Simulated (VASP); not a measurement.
**Ge in VASP: how settings move the PBE single point**

Aim: see what changed inputs do to the PBE single point of Ge in the diamond structure, under +2.4 % strain along x alone.

The runs shown are made with VASP 6.6.1. PAW datasets, plane waves. No spin polarisation and no zero-point or thermal motion.

## (1) The cell

The cell comes from an earlier relaxation with r2SCAN in another program, then strained, with the atoms relaxed again.

The symmetry is I4_1/amd (No. 141, tetragonal); a = 4.012 Å, c = 5.809 Å in the conventional setting, 23.37 Å³ an atom. Ge has 4 Ge at 2.48 Å.

Coordinates:

```
CELL_PARAMETERS angstrom
0.00000 2.83687 2.83687
2.90439 0.00000 2.83687
2.90439 2.83687 0.00000
ATOMIC_POSITIONS crystal
Ge 0.00000 0.00000 0.00000
Ge 0.25000 0.25000 0.25000
```

## (2) The reference run

File INCAR:

```
ENCUT = 520.000000
SIGMA = 0.020000
EDIFF = 1.00e-07
GGA = PE
PREC = Accurate
IBRION = -1
ISIF = 2
ISMEAR = -1
NBANDS = 21
NELM = 120
NSW = 0
LASPH = .TRUE.
LCHARG = .TRUE.
LELF = .TRUE.
LWAVE = .FALSE.
LREAL = .FALSE.
```

File KPOINTS:

```
KPOINTS created by Atomic Simulation Environment
0
Gamma
8 8 8
0 0 0
```

File POSCAR:

```
Ge
 1.0000000000000000
     0.0000000000000000    2.8368735118999999    2.8368735118999999
     2.9043911014999999    0.0000000000000000    2.8368735118999999
     2.9043911014999999    2.8368735118999999    0.0000000000000000
 Ge
   2
Cartesian
  0.0000000000000000  0.0000000000000000  0.0000000000000000
  1.4521955507499997  1.4184367559499995  1.4184367559499997
```

A file KPOINTS_OPT adds named points for the levels; it doesn't enter the self-consistent loop.

Potentials: the recommended PBE PAW datasets, 28 valence electrons.

Launch:

```sh
$ mpirun -np 1 vasp_std
```

## (3) Variant 1

File INCAR:

```
ENCUT = 520.000000
SIGMA = 0.020000
EDIFF = 1.00e-07
GGA = PE
IBRION = -1
ISIF = 2
ISMEAR = -1
NBANDS = 21
NSW = 0
LASPH = .TRUE.
LCHARG = .FALSE.
LWAVE = .FALSE.
LREAL = .FALSE.
PREC = Low
NELM = 84
```

KPOINTS is that of step 2.

POSCAR is that of step 2.

## (4) Variant 2

INCAR, as its differences from that of step 2:

```diff
@@ -12,5 +12,5 @@
 LASPH = .TRUE.
-LCHARG = .TRUE.
-LELF = .TRUE.
+LCHARG = .FALSE.
 LWAVE = .FALSE.
 LREAL = .FALSE.
+BMIX = 0.5
```

KPOINTS is that of step 2.

POSCAR is that of step 2.

## (5) Variant 3

INCAR, as its differences from that of step 2:

```diff
@@ -12,5 +12,6 @@
 LASPH = .TRUE.
-LCHARG = .TRUE.
-LELF = .TRUE.
+LCHARG = .FALSE.
 LWAVE = .FALSE.
 LREAL = .FALSE.
+IVDW = 10
+ALGO = Normal
```

KPOINTS is that of step 2.

POSCAR is that of step 2.

What does the calculation give? Wanted: for each run, changed; ending; energy change; pressure; electronic steps; usable.

The runs gave:

| run | changed | ending | energy change (meV/atom) | pressure (GPa) | gap on the mesh (eV; negative: overlap) | electronic steps | time | usable |
| --- | --- | --- | --- | --- | --- | --- | --- | --- |
| ref. | – | converged | 0 | 1.3 | 0.00 | 12 | 83 s | yes |
| 1 | PREC = Low, NELM = 84 | converged | -5.7 | 1.3 | 0.00 | 12 | 22 s | no |
| 2 | BMIX = 0.5 | converged | 0.0 | 1.3 | 0.00 | 12 | 53 s | yes |
| 3 | IVDW = 10, ALGO = Normal | converged | – | -2.6 | 0.00 | 12 | 50 s | yes |

**Reading.** Of 3 altered inputs, 1 ended normally on a faulty or unsound input, 2 gave usable results.
